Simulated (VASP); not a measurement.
# Sb (R-3m) in VASP: a series of runs, part 3 of 3

VASP 6.6.1.

### Step 4. Relaxation of cell and atoms, LDA

INCAR

```
SYSTEM = Sb
PREC     = Accurate       ! precision mode
ENCUT    = 600            ! plane-wave cutoff, eV
EDIFF    = 1E-6           ! SCF threshold, eV
ISMEAR   = 1              ! smearing method
SIGMA    = 0.1            ! smearing width, eV
LREAL    = .FALSE.        ! projectors in reciprocal space
LASPH    = .TRUE.         ! aspherical terms in the spheres
NELM     = 80             ! most SCF steps
ALGO     = Normal         ! electronic algorithm
ISIF     = 3              ! what is computed and relaxed
LWAVE    = .FALSE.        ! write WAVECAR
LCHARG   = .FALSE.        ! write CHGCAR
IBRION   = 2              ! ionic algorithm
NSW      = 90             ! ionic steps
EDIFFG   = -0.01          ! ionic threshold
```

KPOINTS

```
regular mesh
0
G
  10 10 10
  0 0 0
```

POSCAR

```
Sb
1.0
    2.1542000000      1.2437279499      3.7580000000
   -2.1542000000      1.2437279499      3.7580000000
    0.0000000000     -2.4874558998      3.7580000000
Sb
2
Direct
    0.2334900000      0.2334900000      0.2334900000
    0.7665100000      0.7665100000      0.7665100000
```

Potentials or basis: VASP PAW LDA potentials, release 64 (Sb).

Launch:

```console
cat potpaw_LDA.64/Sb/POTCAR > POTCAR
mpirun -np 1 vasp_std > vasp.out
```

OUTCAR:

```text
SYSTEM = Sb
   PREC = Accurate
   ENCUT = 600
   EDIFF = 1E-6
   ISMEAR = 1
   LREAL = .FALSE.
   LASPH = .TRUE.
   NELM = 80
   ISIF = 3
   IBRION = 2
   NSW = 90
   EDIFFG = -0.01

 ion  position               nearest neighbor table
   1  0.233  0.233  0.233-   2 2.91   2 2.91   2 2.91   2 3.35   2 3.35   2 3.35
   2  0.767  0.767  0.767-   1 2.91   1 2.91   1 2.91   1 3.35   1 3.35   1 3.35

  LATTYP: Found a trigonal (rhomboedric) cell.
 ALAT       =     4.5066618304
 COS(alpha) =     0.5430253624

  Lattice vectors:

 A1 = (   2.1542000000,   1.2437279499,   3.7580000000)
 A2 = (  -2.1542000000,   1.2437279499,   3.7580000000)
 A3 = (   0.0000000000,  -2.4874558998,   3.7580000000)

Analysis of symmetry for initial positions (statically):
=====================================================================
 Subroutine PRICEL returns:
 Original cell was already a primitive cell.

 Routine SETGRP: Setting up the symmetry group for a
 trigonal (rhombohedral) supercell.

 Subroutine GETGRP returns: Found 12 space group operations
 (whereof 12 operations were pure point group operations)
 out of a pool of 12 trial point group operations.

The static configuration has the point symmetry D_3d.

Analysis of symmetry for dynamics (positions and initial velocities):
=====================================================================
 Subroutine PRICEL returns:
 Original cell was already a primitive cell.

 Routine SETGRP: Setting up the symmetry group for a
 trigonal (rhombohedral) supercell.

 Subroutine GETGRP returns: Found 12 space group operations
 (whereof 12 operations were pure point group operations)
 out of a pool of 12 trial point group operations.

The dynamic configuration has the point symmetry D_3d.

 Subroutine INISYM returns: Found 12 space group operations
 (whereof 12 operations are pure point group operations),
 and found     1 'primitive' translations

----------------------------------------------------------------------------------------

                                     Primitive cell

  volume of cell :      60.4115

  direct lattice vectors                    reciprocal lattice vectors
     2.154200000  1.243727950  3.758000000     0.232104726  0.134005726  0.088699663
    -2.154200000  1.243727950  3.758000000    -0.232104726  0.134005726  0.088699663
     0.000000000 -2.487455900  3.758000000     0.000000000 -0.268011452  0.088699663

  length of vectors
     4.506661830  4.506661830  4.506661830     0.282307932  0.282307932  0.282307932

  position of ions in fractional coordinates (direct lattice)
     0.233490000  0.233490000  0.233490000
     0.766510000  0.766510000  0.766510000

  ion indices of the primitive-cell ions
   primitive index   ion index
                 1           1
                 2           2

----------------------------------------------------------------------------------------

 KPOINTS: regular mesh

Automatic generation of k-mesh.
 Grid dimensions read from file:
 generate k-points for:   10   10   10

 Generating k-lattice:

  Cartesian coordinates                     Fractional coordinates (reciprocal lattice)
     0.023210473  0.013400573  0.008869966     0.100000000  0.000000000 -0.000000000
[... 63 lines left out ...]
   IBRION =      2    ionic relax: 0-MD 1-quasi-New 2-CG
   NFREE  =      1    steps in history (QN), initial steepest desc. (CG)
   ISIF   =      3    stress and relaxation
   ISYM   =      2    0-nonsym 1-usesym 2-fastsym
   POTIM  = 0.5000    time-step for ionic-motion
   TEBEG  =    0.0;   TEEND  =   0.0 temperature during run
   PSTRESS=    0.0 pullay stress
   NELECT =      10.0000    total number of electrons
   NUPDOWN=      -1.0000    fix difference up-down
   EMIN   =  10.00;   EMAX   =-10.00  energy-range for DOS
   EFERMI =   0.00;   METHOD = LEGACY
   ISMEAR =     1;   SIGMA  =   0.10  broadening in eV -4-tet -1-fermi 0-gaus
   EFERMI_NEDOS =   21; number of points for ismear=-14 and -15
   IALGO  =     38    algorithm
   IMIX   =      4    mixing-type and parameters
     AMIX     =   0.40;   BMIX     =  1.00
     AMIX_MAG =   1.60;   BMIX_MAG =  1.00
  volume/ion in A,a.u.               =      30.21       203.84
  Fermi-wavevector in a.u.,A,eV,Ry     =   0.898880  1.698637 10.993305  0.807985
  Thomas-Fermi vector in A             =   2.021644
   LORBIT       =      0    0 simple, 1 ext, 2 COOP (PROOUT), +10 PAW based schemes
   GGA     = CA    functional components
   LHFCALC =     F    Hartree Fock is set to
   AEXX    =    0.0000 exact exchange contribution
   IVDW    =     0    specifies the selected vdW correction
   LEPSILON=     F    determine dielectric tensor
   LRPA    =     F    only Hartree local field effects (RPA)
 conjugate gradient relaxation of ions
 non-spin polarized calculation
 Methfessel and Paxton  Order N= 1 SIGMA  =   0.10
  energy-cutoff  :      600.00
  volume of cell :       60.41
 maximum number of plane-waves:      2036
   NGX = 17   NGY = 17   NGZ = 17

--------------------------------------- Ionic step        1  -------------------------------------------

 number of electron      10.0000000 magnetization

 Free energy of the ion-electron system (eV)
  ---------------------------------------------------
  ext. energy  EPLUGINS =         0.00000000
  ---------------------------------------------------
  free energy    TOTEN  =        -9.62067114 eV

  energy without entropy =       -9.62066025  energy(sigma->0) =       -9.62066751

------------------------ aborting loop because EDIFF is reached ----------------------------------------

  FORCE on cell =-STRESS in cart. coord.  units (eV):
  Direction    XX          YY          ZZ          XY          YZ          ZX
  --------------------------------------------------------------------------------------
  -------------------------------------------------------------------------------------
  Total       -0.2744703     -0.2744703     -0.4759425      0.0000000      0.0000000      0.0000000
  in kB       -7.2792483     -7.2792483    -12.6225067      0.0000000      0.0000000      0.0000000
  external PRESSURE =      -9.0603344 kB  Pullay stress =       0.0000000 kB
[... 89 lines left out ...]
  FREE ENERGIE OF THE ION-ELECTRON SYSTEM (eV)
  ---------------------------------------------------
  free  energy   TOTEN  =        -9.6253582107 eV

  energy  without entropy=       -9.6253698323  energy(sigma->0) =       -9.62536208

[... ionic steps 4 to 7 ...]

--------------------------------------- Ionic step        8  -------------------------------------------

 number of electron      10.0000000 magnetization

------------------------ aborting loop because EDIFF is reached ----------------------------------------
[... 67 lines left out ...]
--------------------------------------- Ionic step       10  -------------------------------------------

 number of electron      10.0000000 magnetization

 Free energy of the ion-electron system (eV)
  ---------------------------------------------------
  ext. energy  EPLUGINS =         0.00000000
  ---------------------------------------------------
  free energy    TOTEN  =        -9.63121982 eV

  energy without entropy =       -9.63116919  energy(sigma->0) =       -9.63120294

 E-fermi :   7.4066     XC(G=0):  -9.8556

 val. band max:        7.4052591579   @ k =   0.4000   0.1000   0.1000
 cond. band min:       7.4132711133   @ k =   0.5000   0.5000   0.5000
 fundamental gap:      0.0080119554
 Fermi energy:         7.4065636976

 k-point     1 :       0.0000    0.0000    0.0000
  band No.  band energies     occupation
      1      -5.3976      2.00000
      2       2.7937      2.00000
      3       5.4977      2.00000
      4       5.6394      2.00000
      5       5.6394      2.00000
      6       9.8433      0.00000
      7      10.3234      0.00000
      8      10.3234      0.00000
      9      12.4161      0.00000
[... 265 lines left out ...]
 k-point    24 :       0.4000    0.3000   -0.0000
  band No.  band energies     occupation
      1      -3.6839      2.00000
      2      -0.1662      2.00000
      3       3.0897      2.00000
      4       4.0771      2.00000
      5       4.2979      2.00000
      6       9.6537      0.00000
      7      11.5707      0.00000
      8      11.7837      0.00000
      9      12.1428      0.00000

 [... further k-points ...]

------------------------ aborting loop because EDIFF is reached ----------------------------------------

  FORCE on cell =-STRESS in cart. coord.  units (eV):
  Direction    XX          YY          ZZ          XY          YZ          ZX
  --------------------------------------------------------------------------------------
  -------------------------------------------------------------------------------------
  Total        0.0024880      0.0024880     -0.0088556      0.0000000      0.0000000      0.0000000
  in kB        0.0680473      0.0680473     -0.2422016      0.0000000      0.0000000      0.0000000
  external PRESSURE =      -0.0353690 kB  Pullay stress =       0.0000000 kB
[... 17 lines left out ...]
  FREE ENERGIE OF THE ION-ELECTRON SYSTEM (eV)
  ---------------------------------------------------
  free  energy   TOTEN  =        -9.6312198182 eV

  energy  without entropy=       -9.6311691852  energy(sigma->0) =       -9.63120294

 reached required accuracy - stopping structural energy minimisation
```

Wall time 2.6 min (1 thread of AMD EPYC 9R14 (Zen 4), shared host); peak memory 0.19 GiB.

Results:

* Free energy: -9.6312 eV
* Relaxed volume: 29.29 Å³/atom
* Relaxed cell: a = 4.420 Å, b = 4.420 Å, c = 4.420 Å, α = 58.22°, β = 58.22°, γ = 58.22°
* Space group after relaxing (to 0.05 Å): R-3m (No. 166)
* Energy gained by relaxing: 5.3 meV/atom
* Ionic steps: 10
* Pressure after relaxing: 0.0 GPa
* Band gap on the k mesh: none (metal or under the smearing width)

The path:
| step | energy change (eV) | largest force (eV/Å) | pressure (GPa) | volume (Å³) |
| --- | --- | --- | --- | --- |
| 1 | 0.0000 | 0.1054 | -0.91 | 60.41 |
| 2 | -0.0046 | 0.1897 | 0.42 | 58.93 |
| 3 | -0.0047 | 0.1818 | 0.29 | 59.06 |
| 4 | -0.0085 | 0.1011 | 0.21 | 58.81 |
| 5 | -0.0105 | 0.0049 | 0.13 | 58.48 |
| 6 | -0.0105 | 0.0027 | 0.12 | 58.45 |
| 7 | -0.0105 | 0.0115 | -0.14 | 58.71 |
| 8 | -0.0105 | 0.0073 | -0.02 | 58.59 |
| 9 | -0.0105 | 0.0072 | -0.02 | 58.59 |
| 10 | -0.0105 | 0.0009 | 0.00 | 58.58 |

Final structure:
```
Sb
1.0
     2.15039    1.24153    3.65698
    -2.15039    1.24153    3.65698
     0.00000   -2.48306    3.65698
Sb
2
Direct
  0.23623 0.23623 0.23623
  0.76377 0.76377 0.76377
```

The run has no spin-orbit coupling, so splittings on Sb are missing. Zero-point motion and thermal expansion aren't in these numbers.

### Step 5. Relaxation of cell and atoms, LDA

This run uses another cell than the first one, of 29.29 Å³/atom, 0.970 times its volume.

Edit INCAR of step 4 so:

```diff
@@ -3,3 +3,3 @@
 ENCUT    = 600            ! plane-wave cutoff, eV
-EDIFF    = 1E-6           ! SCF threshold, eV
+EDIFF    = 1E-7           ! SCF threshold, eV
 ISMEAR   = 1              ! smearing method
@@ -15,2 +15,2 @@
 NSW      = 90             ! ionic steps
-EDIFFG   = -0.01          ! ionic threshold
+EDIFFG   = -0.005         ! ionic threshold
```

KPOINTS is that of step 4.

POSCAR

```
Sb                                      
1.0
    2.1503935353      1.2415302865      3.6569845116
   -2.1503935353      1.2415302865      3.6569845116
    0.0000000000     -2.4830605729      3.6569845116
  Sb            
     2
Direct
     0.2362318589579912    0.2362318589579912    0.2362318589579912
     0.7637681410420090    0.7637681410420090    0.7637681410420090
```

Launch:

```console
cat potpaw_LDA.64/Sb/POTCAR > POTCAR
mpirun -np 1 vasp_std > vasp.out
```

It took 35 s on 1 thread of AMD EPYC 9R14 (Zen 4), shared host; peak memory 0.19 GiB.

It converged, with:

```yaml
Free_energy: -9.6312 eV
Pressure_after_relaxing: 0.0 GPa
Band_gap_on_the_k_mesh: none (metal or under the smearing width)
```

Final structure:
```
Sb
1.0
     2.15039    1.24153    3.65698
    -2.15039    1.24153    3.65698
     0.00000   -2.48306    3.65698
Sb
2
Direct
  0.23623 0.23623 0.23623
  0.76377 0.76377 0.76377
```

Levels at points of the mesh, in eV from the Fermi level:
```
           k point  band 3  band 4  band 5  band 6  band 7  band 8
(0.00, 0.00, 0.00)   -1.91   -1.77   -1.77    2.44    2.92    2.92
(0.50, 0.00, 0.00)   -1.68   -1.50   -0.23   -0.10    0.30    0.35
(0.50, 0.50, 0.00)   -5.58   -3.75   -3.70    1.67    5.19    5.58
(0.50, 0.50, 0.50)   -1.18   -1.18   -0.39    0.01    0.01    1.03
```

Caveat: the relaxation stopped at its first step, so nothing moved. Spin-orbit coupling is left out, which matters for the levels of Sb.
